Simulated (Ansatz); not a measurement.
Runs of Ansatz 0.2.0 on C. The cell holds a slab with vacuum, 4 atoms: a = 2.456 Å, b = 2.456 Å, c = 24.134 Å, α = 90.00°, β = 90.00°, γ = 120.00°. The slab is cut from a database's or a generator's crystal, which needn't be the stable form of the element.

| task | level | cutoff (eV) | screening (1/Å) | share of exact exchange | points for each segment of the path | gap on the mesh (eV) | largest force (eV/Å) |
| --- | --- | --- | --- | --- | --- | --- | --- |
| single point | HSE06 form with a typed share of exact exchange | 420 | 0.3 | 0.25 | - | none | 0.06 |
| single point | PBE0 | 420 | - | - | - | none | 0.05 |
| single point | HSE06 form with a typed share of exact exchange | 420 | 0.1 | 0.25 | - | none | 0.05 |
| band structure | HSE06 | 420 | - | - | 4 | none | 0.06 |
| single point | HSE06 form with a typed share of exact exchange | 420 | 0.2 | 0.25 | - | none | 0.06 |
| single point | r2SCANh | 500 | - | - | - | none | 0.04 |
| single point | HSE06 form with a typed share of exact exchange | 420 | 0.6 | 0.25 | - | none | 0.06 |
| band structure | HSEsol | 420 | - | - | 4 | none | 0.05 |
| single point | PBEsol0 | 420 | - | - | - | none | 0.05 |
| single point | HSE06 form with a typed share of exact exchange | 420 | 0.4 | 0.25 | - | none | 0.06 |
| single point | r2SCAN0 | 500 | - | - | - | none | 0.05 |
| single point | B3LYP | 420 | - | - | - | none | (a) |

Alike in all rows: potentials or basis Ansatz PAW; no spin polarisation; cell as given; k mesh 6 × 6 × 1; smearing fermi-dirac 0.05 eV; the mesh is coarse, so values aren't converged.

Fill in the values left out.

(a) 0.08.

Caveats: all runs use coarse meshes; the PAW data sets come from PBE, with cores solved anew for the run's functional, which leaves a small shift of forces and pressure.

A gap of «none» marks a metal or a gap under the smearing width.
